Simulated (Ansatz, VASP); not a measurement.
**One calculation of MoH8, two programs**

```
H Mo
1.0
     3.42173    0.00000    0.00000
    -1.71087    2.96331    0.00000
     0.00000    0.00000    6.71637
H Mo
8 1
Direct
  0.00000 0.00000 0.29275
  0.00000 0.00000 0.70725
  0.50000 0.00000 0.79041
  0.00000 0.50000 0.79041
  0.50000 0.50000 0.79041
  0.50000 0.00000 0.20959
  0.00000 0.50000 0.20959
  0.50000 0.50000 0.20959
  0.00000 0.00000 0.50000
```

Alike in both runs: task relaxation of cell and atoms; functional PBE; k mesh 6 × 6 × 4; occupations gaussian, width 0.1 eV; no spin polarisation.

|  | VASP | Ansatz |
| --- | --- | --- |
| version | VASP 6.6.1 | Ansatz 0.2.0 |
| potentials or method | VASP PAW PBE potentials, release 64 (H, Mo_sv) | scalar-relativistic, plane waves, PAW |
| plane-wave cutoff (eV) | 600 | 420 |
| valence electrons in the cell | 22 | 22 |

|  | VASP | Ansatz | Ansatz less VASP |
| --- | --- | --- | --- |
| relaxed volume (Å³/atom) | 5.96 | 6.73 | +0.766 |
| relaxed cell length with the largest relative difference (Å) | 5.301 | 5.983 | +0.6822 |
| energy change over the relaxation (meV/atom) | -1153 | -1156 | -3.6 |

One of these differences is far larger than is usual between the two programs; its cause wasn't traced.

Caveats: the volume moved by over 15 % at a fixed basis, so the end points are rough (VASP).
